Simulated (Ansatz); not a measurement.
# BH6N: the cost of one run

Program: Ansatz 0.2.0. Level of theory: DFT, PBE, plane-wave PAW, default files, scalar-relativistic, as far as a step names no other. These are calculated values, not measurements.

1 further run of the same task is left out (it didn't finish).

### Step 1. Starting point

Symmetry: Cmc2_1, No. 36, orthorhombic system. The conventional cell has a = 6.040 Å, b = 6.515 Å, c = 6.056 Å, α = 90.00°, β = 90.00°, γ = 90.00°. B (site symmetry m) is surrounded by 3 H at 1.22 to 1.23 Å. H (site symmetry m) has 1 N at 1.03 Å as nearest neighbours. H (site symmetry 1) has 1 N at 1.03 Å as nearest neighbours. H (site symmetry m) has 1 B at 1.22 Å as nearest neighbours. H (site symmetry 1) is surrounded by 1 B at 1.23 Å. Around N (site symmetry m) lie 3 H at 1.03 Å.

Coordinates:

```
CELL_PARAMETERS angstrom
3.02003 -3.25742 0.00000
3.02003 3.25742 0.00000
0.00000 0.00000 6.05562
ATOMIC_POSITIONS crystal
B 0.15262 0.84738 0.70939
B 0.84738 0.15262 0.20939
H 0.18640 0.81360 0.06671
H 0.81360 0.18640 0.56671
H 0.51260 0.76218 0.94828
H 0.23782 0.48740 0.94828
H 0.48740 0.23782 0.44828
H 0.76218 0.51260 0.44828
H 0.26698 0.73302 0.54985
H 0.73302 0.26698 0.04985
H 0.20970 0.12166 0.70949
H 0.87834 0.79030 0.70949
H 0.79030 0.87834 0.20949
H 0.12166 0.20970 0.20949
N 0.28339 0.71661 0.93163
N 0.71661 0.28339 0.43163
```

### Step 2. Single point at the given positions

The input, input.yaml:

```yaml
crystal:
  lattice:
    - [3.020034, -3.257424, 0.0]
    - [3.020034, 3.257424, 0.0]
    - [0.0, 0.0, 6.055618]
  atoms:
    - { symbol: B, position: [0.152619, 0.847381, 0.709394] }
    - { symbol: B, position: [0.847381, 0.152619, 0.209394] }
    - { symbol: H, position: [0.186396, 0.813604, 0.066705] }
    - { symbol: H, position: [0.813604, 0.186396, 0.566705] }
    - { symbol: H, position: [0.512595, 0.76218, 0.948276] }
    - { symbol: H, position: [0.23782, 0.487405, 0.948276] }
    - { symbol: H, position: [0.487405, 0.23782, 0.448276] }
    - { symbol: H, position: [0.76218, 0.512595, 0.448276] }
    - { symbol: H, position: [0.266981, 0.733019, 0.549846] }
    - { symbol: H, position: [0.733019, 0.266981, 0.049846] }
    - { symbol: H, position: [0.209703, 0.121662, 0.709485] }
    - { symbol: H, position: [0.878338, 0.790297, 0.709485] }
    - { symbol: H, position: [0.790297, 0.878338, 0.209485] }
    - { symbol: H, position: [0.121662, 0.209703, 0.209485] }
    - { symbol: "N", position: [0.283387, 0.716613, 0.931633] }
    - { symbol: "N", position: [0.716613, 0.283387, 0.431633] }
kpoints:
  mp_grid: { grid: [7, 7, 5] }
scf:
  occupations: { method: fermi_dirac, width: 0.05 }
hamiltonian:
  xc: pbe
  pseudopotentials: { kind: paw }
output:
  forces: true
  stress: true
  populations: true
  efg:
    quadrupole_moments_barn: { B: 0.04059, H: 0.00285783, "N": 0.02044 }
    contact_densities: true
```

On the command line:

```sh
> ansatz run input.yaml --threads 1 --pin off --max-ram 2560MiB --backend cpu --events-out ev --progress --plain --runs-dir out
```

What time and memory should one allow on 1 thread of Intel Xeon Platinum 8375C at 2.90GHz (Ice Lake), shared host?

About 16 s, with a peak of 0.48 GiB.
